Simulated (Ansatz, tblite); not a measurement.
# SnO with GFN2-xTB from a Python script

These are simulated results from tblite 0.8.0, not measurements. The cell was built from a prototype and was relaxed with r2SCAN in plane waves (Ansatz 0.2.0). Not every such cell is a known phase. All runs are without spin polarisation.

The symmetry is Pm-3m (No. 221, cubic); a = 3.103 Å in the conventional setting, 14.94 Å³ an atom. Sn has 8 O at 2.69 Å; O has 8 Sn at 2.69 Å.

tblite solves periodic systems at the zone centre alone, so the script builds a cluster of 3×3×3 conventional cells (54 atoms), which folds in a coarse mesh of k points.

The script, run.py:

```python
import json
from ase import Atoms
from ase.build import make_supercell
from ase.units import Bohr, GPa, Hartree
from tblite.interface import Calculator

atoms = Atoms(['Sn', 'O'],
              cell=[[3.10340678, 0.0, 0.0], [0.0, 3.10340678, 0.0], [0.0, 0.0, 3.10340678]],
              scaled_positions=[[0.0, 0.0, 0.0], [0.5, 0.5, 0.5]],
              pbc=True)
cluster = make_supercell(atoms, [[3, 0, 0], [0, 3, 0], [0, 0, 3]])
calc = Calculator('GFN2-xTB', cluster.numbers, cluster.positions / Bohr, lattice=cluster.cell[:] / Bohr, periodic=cluster.pbc)
calc.set('temperature', 0.02 / Hartree)
calc.set('max-iter', 150)
res = calc.singlepoint()
levels = res.get('orbital-energies') * Hartree
nv = round(res.get('orbital-occupations').sum() / 2)
cells = len(cluster) // len(atoms)
out = {'energy_per_cell': res.get('energy') * Hartree / cells, 'homo': levels[nv - 1], 'lumo': levels[nv],
       'stress': (-res.get('virial') * Hartree / cluster.get_volume() / GPa).tolist(), 'charges': res.get('charges')[:len(atoms)].tolist(), 'electrons': 2 * nv / cells}
json.dump(out, open('results.json', 'w'))
for key, value in out.items():
    print(key, value)
```

Command: `python run.py`. It took 5.2 s on 1 thread of Arm Neoverse V1, with other jobs on the host, peak memory 0.11 GiB.

The log:

```
------------------------------------------------------------
  cycle        total energy    energy error   density error
------------------------------------------------------------
      1     -158.4371004756  -1.5858357E+02   4.5914327E-01
      2     -165.3032772415  -6.8661768E+00   1.3592486E-01
      3     -167.3619029505  -2.0586257E+00   1.5320939E-01
      4     -166.8691792448   4.9272371E-01   1.3892547E-01
      5     -168.2567933277  -1.3876141E+00   1.2431806E-03
      6     -168.2533024943   3.4908334E-03   8.0400011E-03
      7     -168.2527835404   5.1895384E-04   7.5716458E-03
      8     -168.2568259789  -4.0424385E-03   5.0217518E-04
      9     -168.2568310820  -5.1031254E-06   3.8606427E-04
     10     -168.2568378449  -6.7628488E-06   3.0439901E-04
     11     -168.2568428716  -5.0267465E-06   1.3362814E-04
     12     -168.2568438250  -9.5331271E-07   6.8436071E-05
     13     -168.2568440730  -2.4799394E-07   9.9775250E-06
------------------------------------------------------------

 total:                                   4.583 sec
energy_per_cell -169.57414575225226
homo -12.671629018892032
lumo -9.001728214635571
stress [[-1.9329464035302888, -3.083669738567193e-06, -3.083663961705292e-06], [-3.083669738519671e-06, -1.932946403530925, -3.0836661345022677e-06], [-3.0836639614469567e-06, -3.0836661343613163e-06, -1.9329464035292965]]
charges [0.6026159666423161, -0.6026235607602493]
electrons 10.0
```

The cycle table is in hartree for the whole cluster, and the lines after it are in eV (the energy for one cell). The printed stress is in GPa and positive in compression, and the pressure is its mean diagonal.

GFN2-xTB gives a gap of 3.67 eV. On the same cell, plane-wave PBE (Ansatz, 8×8×8 k points and the special points) gives no gap (an overlap of 0.12 eV at the points read) and r2SCAN a level spacing of 0.02 eV, too small to call a gap; on shared hosts these took about 1.4 and 3.4 core-seconds on the 2-atom cell, against 5.2 for the script. Spin-orbit coupling, left out in all these runs, can cut or reorder the gap by tenths of an eV, up to about 1 eV with Pb or Bi. It shows a gap where PBE has none, though the cluster may miss the k points where PBE's bands overlap. xTB was fitted to molecules, so gaps, charges and pressures of solids can be far off, and the gap also depends on the size of the cluster.

The same script was run on cells scaled at fixed shape and fractional coordinates:

```csv
volume (Å³/atom),energy (meV/atom),"pressure (GPa, positive in compression)",gap (eV)
13.15,32.7,9.06,4.28
14.05,0.7,2.53,4.00
14.94,0.0,-1.93,3.67
15.84,20.6,-5.50,3.39
16.74,58.5,-8.05,3.14
```

A Birch-Murnaghan fit puts the minimum at 14.53 Å³/atom, 2.8 % below the given cell, with a bulk modulus of 74.1 GPa at fixed shape.

xTB was fitted mostly to molecules, and a small cluster samples few k points, so gaps, pressures and kinks along a curve can be far from a solid's.

Spin-orbit coupling is left out, which matters wherever the heavy atoms make up the band edges.
